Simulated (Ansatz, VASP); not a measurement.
# Two plane-wave programs on SiC2

```xyz
6
Lattice="2.4539 0.0000 -0.0052 0.0000 4.2389 0.0000 -0.6449 0.0000 9.5928" Properties=species:S:1:pos:R:3 pbc="T T T"
Si    1.2332    0.0000    8.9480
Si    1.8803    2.1194    0.6420
C     0.8851    0.7067    4.7930
C     2.1120    2.8262    4.7895
C     2.1120    1.4127    4.7895
C     0.8851    3.5321    4.7930
```

Change from the starting cell: the structure that the rattled cell fell into.

Alike in both runs: functional PBE; k mesh 8 × 4 × 2; occupations gaussian, width 0.1 eV; no spin polarisation.

Ansatz relaxed the structure, and its values are those at the end. VASP's run is a single point on that final structure, the one shown.

```csv
,VASP,Ansatz
version,VASP 6.6.1,Ansatz 0.2.0
potentials or method,"VASP PAW PBE potentials, release 64 (Si, C)","scalar-relativistic, plane waves, PAW"
plane-wave cutoff (eV),520,420
valence electrons in the cell,24,24
```

Ansatz gave:

| Quantity | Value |
| --- | --- |
| gap on the k mesh at the Fermi level (eV) | none |
| pressure (GPa) | 0.0 |

Question: What did VASP give for the same quantities?

Answer: gap on the k mesh at the Fermi level (eV): none; pressure (GPa): 0.1.

A gap of «none» marks a metal or a gap that the smearing closes.

Caveats: the k mesh is coarse (spacing up to 0.37 Å⁻¹), so the values aren't converged; this functional lacks dispersion, which binds the layers, so the pressure and a relaxed spacing across them are unreliable.
